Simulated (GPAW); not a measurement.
# MnO2 (P4_2/mnm) in GPAW: band structure with PBE

Aim: the band structure of MnO2 with PBE.

Program: GPAW 26.7.0. These are calculated values, not measurements. Logs are shortened: lines on timing, memory, paths and dates and some standing lists are left out, and cuts for length are marked. The log counts tension as positive stress, the text compression.

**1. Starting point**

The structure is tetragonal, space group P4_2/mnm (No. 136). The conventional cell has a = 4.400 Å, b = 4.400 Å, c = 2.867 Å, α = 90.00°, β = 90.00°, γ = 90.00°. Mn (site symmetry mmm) is surrounded by 6 O at 1.88 to 1.90 Å. O (site symmetry m2m) has 3 Mn at 1.88 to 1.90 Å as nearest neighbours.

The cell is a database's computed one.

**2. Band structure, PBE, collinear spin, ferromagnetic start**

File run.py:

```python
from ase import Atoms
from ase.dft.bandgap import bandgap
from ase.io import write
from ase.units import GPa
from gpaw import GPAW, PW

atoms = Atoms(['Mn', 'Mn', 'O', 'O', 'O', 'O'],
              cell=[[4.4004184607, 0.0, 0.0],
                    [0.0, 4.4004184607, 0.0],
                    [0.0, 0.0, 2.86707794]],
              scaled_positions=[[0.5, 0.5, 0.5],
                                [0.0, 0.0, 0.0],
                                [0.80491615, 0.19508385, 0.5],
                                [0.69508385, 0.69508385, 0.0],
                                [0.19508385, 0.80491615, 0.5],
                                [0.30491615, 0.30491615, 0.0]],
              pbc=True)
atoms.set_initial_magnetic_moments([4.0, 4.0, 0.0, 0.0, 0.0, 0.0])

calc = GPAW(mode=PW(800),
            xc='PBE',
            kpts={'size': (4, 4, 6), 'gamma': True},
            occupations={'name': 'fermi-dirac', 'width': 0.05},
            nbands=47,
            convergence={'density': 1e-05, 'energy': 1e-05},
            maxiter=150,
            txt='gpaw.txt')
atoms.calc = calc
energy = atoms.get_potential_energy()
forces = atoms.get_forces()
stress = atoms.get_stress()
calc.write('gs.gpw')
write('result.traj', atoms)
print(f'Energy: {energy:.6f} eV')
print('Forces (eV/A):')
print(forces.round(4))
print('Stress (GPa):', (stress / GPa).round(3))
print('Moments:', calc.get_magnetic_moments().round(3))
print('Fermi level:', round(calc.get_fermi_level(), 4), 'eV')
print(f'Gap: {bandgap(calc)[0]:.4f} eV, direct: {bandgap(calc, direct=True)[0]:.4f} eV')

path = atoms.cell.bandpath('GXMGZRAZ,XR,MA', npoints=80, eps=1e-4)
bs_calc = calc.fixed_density(kpts=path, symmetry='off', nbands=65,
                             convergence={'bands': 'CBM+6.0', 'eigenstates': 1e-6}, txt='bands.txt')
bs = bs_calc.band_structure()
bs.write('bs.json')
print(f'Gap on the path: {bandgap(bs_calc)[0]:.4f} eV')
```

Potentials or basis: GPAW PAW data sets (gpaw-data 1.2.1), pw.

On the command line:

```console
$ OMP_NUM_THREADS=1 python run.py
```

gpaw.txt:

```text
__  _  _
 | _ |_)|_||  |
 |__||  | ||/\| - 26.7.0

Input parameters:
  mode=PW(ecut=800.0),
  convergence={'density': 1e-05, 'energy': 1e-05},
  kpts=MonkhorstPack(size=(4, 4, 6), gamma=True),
  maxiter=150,
  nbands=47,
  occupations=Occupations(name='fermi-dirac', width=0.05),
  xc=XC(name='PBE')

Diagonalizing LCAO Hamiltonian
Converting LCAO to pw mode
    .----------.
   /|          |
  / |          |
 *  | O        |
 |  .---MnO----.
 | /       O  /
 |/  O       /
 Mn---------*

Atoms  # Å, Bohr magnetons
|   | symbol |        x |        y |        z |    initial magnetic moments |
|---|--------|----------|----------|----------|-----------------------------|
| 0 |     Mn | 2.200209 | 2.200209 | 1.433539 | ( 0.0000,  0.0000,  4.0000) |
| 1 |     Mn | 0.000000 | 0.000000 | 0.000000 | ( 0.0000,  0.0000,  4.0000) |
| 2 |      O | 3.541968 | 0.858451 | 1.433539 | ( 0.0000,  0.0000,  0.0000) |
| 3 |      O | 3.058660 | 3.058660 | 0.000000 | ( 0.0000,  0.0000,  0.0000) |
| 4 |      O | 0.858451 | 3.541968 | 1.433539 | ( 0.0000,  0.0000,  0.0000) |
| 5 |      O | 1.341759 | 1.341759 | 0.000000 | ( 0.0000,  0.0000,  0.0000) |

Unit cell  # Å
| periodic |        x |        y |        z |  lengths |    angles |
|----------|----------|----------|----------|----------|-----------|
|      yes | 4.400418 | 0.000000 | 0.000000 | 4.400418 | 90.000000 |
|      yes | 0.000000 | 4.400418 | 0.000000 | 4.400418 | 90.000000 |
|      yes | 0.000000 | 0.000000 | 2.867078 | 2.867078 | 90.000000 |

Number of symmetries: 8
Symmetry operations  # r_c * U_cc + t_c -> r_c
|   | kind |            matrix            |
|---|------|------------------------------|
| 0 |  E   |  1, 0, 0,  0, 1, 0,  0, 0, 1 |
| 1 |  σ   |  1, 0, 0,  0, 1, 0,  0, 0,-1 |
| 2 |  σ   |  0, 1, 0,  1, 0, 0,  0, 0, 1 |
| 3 |  C2  |  0, 1, 0,  1, 0, 0,  0, 0,-1 |
| 4 |  σ   |  0,-1, 0, -1, 0, 0,  0, 0, 1 |
| 5 |  C2  |  0,-1, 0, -1, 0, 0,  0, 0,-1 |
| 6 |  C2  | -1, 0, 0,  0,-1, 0,  0, 0, 1 |
| 7 |  i   | -1, 0, 0,  0,-1, 0,  0, 0,-1 |

BZ-sampling:
  Number of BZ points: 96
  Number of IBZ points: 28

  Monkhorst-Pack size: [4, 4, 6]
  Monkhorst-Pack shift: [0.125, 0.125, 0.08333333333333333]

K-points  # in reciprocal-cell coordinates
|     |                                coordinates |     weight |
|-----|--------------------------------------------|------------|
|   0 | (  0.00000000,   0.00000000,   0.00000000) | 0.01041667 |
|   1 | (  0.00000000,   0.00000000,   0.16666667) | 0.02083333 |
|   2 | (  0.00000000,   0.00000000,   0.33333333) | 0.02083333 |
|   3 | (  0.00000000,   0.00000000,   0.50000000) | 0.01041667 |
|   4 | (  0.25000000,  -0.25000000,   0.00000000) | 0.02083333 |
|   5 | (  0.25000000,  -0.25000000,   0.16666667) | 0.04166667 |
|   6 | (  0.25000000,  -0.25000000,   0.33333333) | 0.04166667 |
|   7 | (  0.25000000,  -0.25000000,   0.50000000) | 0.02083333 |
|   8 | (  0.25000000,   0.00000000,   0.00000000) | 0.04166667 |
|   9 | (  0.25000000,   0.00000000,   0.16666667) | 0.08333333 |
| ... |                                            |            |
|  27 | (  0.50000000,   0.50000000,   0.50000000) | 0.01041667 |

Plane wave coefficients: 2876
Cutoff: 800.0 eV

Spin-components: 2 (collinear spins)
Bands:           47
Projectors:      32
Spin-degeneracy: 1
Datatype:        complex128

Parallelization:
  kpt:    1
  domain: 1
  band:   1

Density:
  Valence electrons: 54.0
  Components: 2
  Grid points: [30 30 20]
  Charge: 0.0  # |e|

Potential:
  Grid points: [30 30 20]

species:
  Mn:
    name:    Manganese
    Z:       25.0
    valence: 15
    core:    10
    charge:  0.0  # [|e|]
    compensation charges:
      type: gauss
      rc: 0.38  # [Å]
      lmax: 2
    cutoffs:
      filter: 2.14  # [Å]
      core: 0.86  # [Å]
    projectors
    | kind |    occ | energy [eV] | rcut [Å] |
    |------|--------|-------------|----------|
    |   3s |  2.000 |     -85.859 |    1.275 |
    |   4s |  2.000 |      -5.106 |    1.275 |
    |   3p |  6.000 |     -54.597 |    1.281 |
    |   4p |  0.000 |      -1.371 |    1.281 |
    |   3d |  5.000 |      -6.771 |    1.138 |
    |    d |        |      20.441 |    1.138 |

    Using partial waves for Mn as LCAO basis

  O:
    name:    Oxygen
    Z:       8.0
    valence: 6
    core:    2
    charge:  0.0  # [|e|]
    compensation charges:
      type: gauss
      rc: 0.21  # [Å]
      lmax: 2
    cutoffs:
      filter: 1.17  # [Å]
      core: 0.83  # [Å]
    projectors
    | kind |    occ | energy [eV] | rcut [Å] |
    |------|--------|-------------|----------|
    |   2s |  2.000 |     -23.961 |    0.688 |
    |   2p |  4.000 |      -9.029 |    0.598 |
    |    s |        |       3.251 |    0.688 |
    |    p |        |      18.182 |    0.598 |
    |    d |        |       0.000 |    0.619 |

    Using partial waves for O as LCAO basis

Reference energy: -71191.585350  # eV

eigensolver:
  PPCG
  Converge bands: occupied
  niter=2

density mixing:
  MSR1-Mixer
  Pratt-step length: 0.05
  Maximum mixing coefficient: 0.75
  Old densities: 10
  SVD Regularization: 0.005
  Good broyden scale: 1.0
  Trust region scale: 1.0
  Backstep threshold: 4.0
  History deletion threshold: 6.0
  Fourier metric: weight=20.0, sigma=0.015

occupation numbers:
  Fermi-Dirac:
    width: 0.0500  # eV

poisson solver:
  ecut: 6400.0  # eV

xc functional:
  name: PBE with 2 nearest neighbor stencil

convergence criteria:
- Maximum integral of absolute [dens]ity change: 1e-05 electrons / valence electron
- Maximum [total energy] change in last 3 cyles: 1e-05 eV / valence electron
- Maximum integral of absolute [eigenst]ate change: 4e-08 eV^2 / valence electron
maximum number of iterations: 150

SCF iterations
|iter     | |      energy | eigst |  dens |  magmom |
|---------|-|-------------|-------|-------|---------|
|iter:   1| |  -55.192154 | +0.52 |       |  +8.0040|
|iter:   2| |  -52.665365 | -1.49 | -0.78 |  +7.9038|
|iter:   3| |  -49.788357 | -1.14 | -0.84 |  +7.1650|
|iter:   4| |  -49.590985 | -2.24 | -1.16 |  +6.8645|
|iter:   5| |  -49.700495 | -2.34 | -1.32 |  +6.3251|
|iter:   6| |  -49.774966 | -2.84 | -1.67 |  +5.9467|
|iter:   7| |  -49.781174 | -3.80 | -2.14 |  +5.9534|
|iter:   8| |  -49.774460 | -4.12 | -2.15 |  +5.9673|
|iter:   9| |  -49.775487 | -4.38 | -2.58 |  +5.9816|
|iter:  10| |  -49.775095 | -4.79 | -2.92 |  +5.9855|
|iter:  11| |  -49.775118c| -6.36 | -3.42 |  +5.9881|
|iter:  12| |  -49.775113c| -6.83 | -3.88 |  +5.9879|
|iter:  13| |  -49.775110c| -7.79c| -4.55 |  +5.9875|
|iter:  14| |  -49.775110c| -8.61c| -5.22c|  +5.9875|

Converged in 14 steps
Energy contributions relative to reference atoms: (reference = -71191.585350)

Energy contributions:
  Kinetic:          45.378967
  Coulomb:         -48.758386
  Zero:              1.124664
  External:          0.000000
  Xc:              -47.518146
  Entropy:          -0.004418
  Spinorbit:         0.000000
  ----------------------------
  Free energy:     -49.777319
  Extrapolated:    -49.775110

dipole moment: (-10.232894, -10.232894, -22.748982)  # |e|*Ang

Total magnetic moment: (0.000000, 0.000000, 5.987463)

Local magnetic moments
|        x |        y |        z |
|----------|----------|----------|
| 0.000000 | 0.000000 | 2.683134 |  # Mn   0
| 0.000000 | 0.000000 | 2.683126 |  # Mn   1
| 0.000000 | 0.000000 | 0.072958 |  # O    2
| 0.000000 | 0.000000 | 0.072957 |  # O    3
| 0.000000 | 0.000000 | 0.072958 |  # O    4
| 0.000000 | 0.000000 | 0.072957 |  # O    5

Fermi level: 6.463
Eigenvalues  # (at kpt = [0.000, 0.000, 0.000])
| band index |      eig [eV] | occ [0-1] |      eig [eV] | occ [0-1] |
|------------|---------------|-----------|---------------|-----------|
|          0 |       -75.540 |     1.000 |       -72.465 |     1.000 |
|        ... |               |           |               |           |
|         20 |         3.561 |     1.000 |         4.684 |     1.000 |
|         21 |         3.690 |     1.000 |         5.381 |     1.000 |
|         22 |         3.832 |     1.000 |         5.381 |     1.000 |
|         23 |         3.832 |     1.000 |         5.970 |     1.000 |
|         24 |         3.993 |     1.000 |         6.543 |     0.168 |
|         25 |         4.645 |     1.000 |         6.856 |     0.000 |
|         26 |         5.096 |     1.000 |         6.993 |     0.000 |
|         27 |         5.096 |     1.000 |         6.993 |     0.000 |
|         28 |         5.647 |     1.000 |         7.186 |     0.000 |
|         29 |         6.295 |     0.966 |         8.264 |     0.000 |
|         30 |         6.317 |     0.949 |         9.190 |     0.000 |
|         31 |         9.244 |     0.000 |        10.526 |     0.000 |
|         32 |         9.244 |     0.000 |        10.526 |     0.000 |
|         33 |        10.002 |     0.000 |        11.587 |     0.000 |
|         34 |        13.988 |     0.000 |        14.453 |     0.000 |
|        ... |               |           |               |           |
|         46 |        30.539 |     0.000 |        31.537 |     0.000 |

No gap
No difference between direct/indirect transitions

Forces  # eV/Ang
|        x |        y |       z |
|----------|----------|---------|
|  0.00000 |  0.00000 | 0.00000 |  # Mn   0
|  0.00000 |  0.00000 | 0.00000 |  # Mn   1
| -0.05346 |  0.05346 | 0.00000 |  # O    2
|  0.05345 |  0.05345 | 0.00000 |  # O    3
|  0.05346 | -0.05346 | 0.00000 |  # O    4
| -0.05345 | -0.05345 | 0.00000 |  # O    5

Stress tensor  # eV/Ang^3
|         x |         y |         z |
|-----------|-----------|-----------|
| -0.060382 | -0.000000 |  0.000000 |
| -0.000000 | -0.060382 |  0.000000 |
|  0.000000 |  0.000000 | -0.062621 |

# Writing to gs.gpw (mode='')
```

It took 6.3 min on 1 thread of Arm Neoverse V2, shared host; peak memory 0.91 GiB.

Results:

```
Free energy             : -49.7773 eV
Pressure                : 9.8 GPa
Largest force           : 0.076 eV/Å
Band gap along the path : none (metal or under the smearing width)
Net moment              : 5.99 μB per cell
Site moments            : Mn +2.68; O +0.07 μB
```

Forces in eV/Å, atoms in the order of the input:
```
Mn   0.000  0.000  0.000
Mn   0.000  0.000  0.000
O   -0.053  0.053  0.000
O    0.053  0.053  0.000
O    0.053 -0.053  0.000
O   -0.053 -0.053  0.000
```

Levels at the corners of the path, in eV from the Fermi level:
Spin up:
| point | band 28 | band 29 | band 30 | band 31 | band 32 | band 33 |
| --- | --- | --- | --- | --- | --- | --- |
| Γ | -1.37 | -0.82 | -0.17 | -0.15 | 2.78 | 2.78 |
| X | -1.48 | -0.77 | -0.77 | 2.26 | 2.26 | 2.53 |
| M | -2.27 | -0.10 | -0.10 | 1.52 | 1.52 | 2.75 |
| Γ | -1.37 | -0.82 | -0.17 | -0.15 | 2.78 | 2.78 |
| Z | -1.18 | -0.23 | -0.23 | 1.33 | 1.33 | 1.78 |
| R | -2.11 | -0.11 | -0.11 | 0.28 | 0.28 | 3.31 |
| A | -1.15 | -0.84 | -0.84 | 1.80 | 1.80 | 1.98 |
| Z | -1.18 | -0.23 | -0.23 | 1.33 | 1.33 | 1.78 |
| X | -1.48 | -0.77 | -0.77 | 2.26 | 2.26 | 2.53 |
| R | -2.11 | -0.11 | -0.11 | 0.28 | 0.28 | 3.31 |
| M | -2.27 | -0.10 | -0.10 | 1.52 | 1.52 | 2.75 |
| A | -1.15 | -0.84 | -0.84 | 1.80 | 1.80 | 1.98 |
Spin down:
| point | band 20 | band 21 | band 22 | band 23 | band 24 | band 25 | band 26 | band 27 | band 28 | band 29 |
| --- | --- | --- | --- | --- | --- | --- | --- | --- | --- | --- |
| Γ | -3.56 | -1.78 | -1.08 | -1.08 | -0.49 | 0.08 | 0.39 | 0.53 | 0.53 | 0.72 |
| X | -4.11 | -2.99 | -2.99 | -1.34 | -1.34 | 0.78 | 0.78 | 1.13 | 1.13 | 1.86 |
| M | -2.98 | -2.65 | -2.65 | -2.07 | -2.07 | 0.11 | 0.11 | 0.54 | 0.54 | 2.25 |
| Γ | -3.56 | -1.78 | -1.08 | -1.08 | -0.49 | 0.08 | 0.39 | 0.53 | 0.53 | 0.72 |
| Z | -4.25 | -3.23 | -3.23 | -2.52 | -2.52 | 1.11 | 1.11 | 1.39 | 1.39 | 2.11 |
| R | -3.97 | -3.07 | -3.07 | -1.70 | -1.70 | 0.25 | 0.25 | 1.13 | 1.13 | 2.01 |
| A | -4.22 | -1.99 | -1.99 | -1.59 | -1.59 | 1.06 | 1.06 | 1.16 | 1.16 | 1.54 |
| Z | -4.25 | -3.23 | -3.23 | -2.52 | -2.52 | 1.11 | 1.11 | 1.39 | 1.39 | 2.11 |
| X | -4.11 | -2.99 | -2.99 | -1.34 | -1.34 | 0.78 | 0.78 | 1.13 | 1.13 | 1.86 |
| R | -3.97 | -3.07 | -3.07 | -1.70 | -1.70 | 0.25 | 0.25 | 1.13 | 1.13 | 2.01 |
| M | -2.98 | -2.65 | -2.65 | -2.07 | -2.07 | 0.11 | 0.11 | 0.54 | 0.54 | 2.25 |
| A | -4.22 | -1.99 | -1.99 | -1.59 | -1.59 | 1.06 | 1.06 | 1.16 | 1.16 | 1.54 |

Caveat: the k mesh is coarse (spacing up to 0.37 Å⁻¹), so the values aren't converged; semilocal functionals often make such compounds metallic where correlation or magnetic order opens a gap, which also shifts bond lengths; only a ferromagnetic start was run, and an antiferromagnetic order may lie lower in energy.
